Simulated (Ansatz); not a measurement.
The system is SnO2.

```
Sn O
1.0
    -3.24890    3.41447    3.41402
     3.24890   -3.41447    3.41402
     3.24890    3.41447   -3.41402
Sn O
4 8
Direct
  0.50000 0.00000 0.00000
  0.50000 0.50000 0.50000
  0.00360 0.75360 0.25000
  0.99640 0.24640 0.75000
  0.80650 0.80377 0.49728
  0.80650 0.30922 0.00272
  0.30244 0.24594 0.05649
  0.68944 0.24594 0.44350
  0.31056 0.75406 0.55649
  0.19350 0.69078 0.99728
  0.69756 0.75406 0.94351
  0.19350 0.19623 0.50272
```

The cell is a database's computed one.

Base run:

| Item | Value |
| --- | --- |
| Program | Ansatz 0.2.0 |
| Functional | LDA |
| Potentials or basis | Ansatz PAW |
| Cutoff | 420 eV |
| Density cutoff | 1680 eV |
| k mesh | 6 × 6 × 6 |
| Occupations | fermi-dirac, width 0.05 eV |
| Spin | no spin polarisation |

Its results: band gap on the k mesh 0.48 eV; pressure -11.4 GPa; largest force 0.146 eV/Å.

Problem. The run is repeated on the same cell with these changes: functional from LDA to BLYP. What comes out?

Solution. Band gap on the k mesh 0.65 eV; pressure 4.3 GPa; largest force 0.064 eV/Å.

BLYP binds less tightly than LDA, so the same cell stands under more pressure.

Caveats: spin-orbit coupling is left out, which moves the levels of the heavy elements; the PAW data sets come from PBE, with cores solved anew for the run's functional, which leaves a small shift of forces and pressure; the potentials were made for another functional, which shifts forces and pressure (some runs).

Not every run made on this cell is shown here.
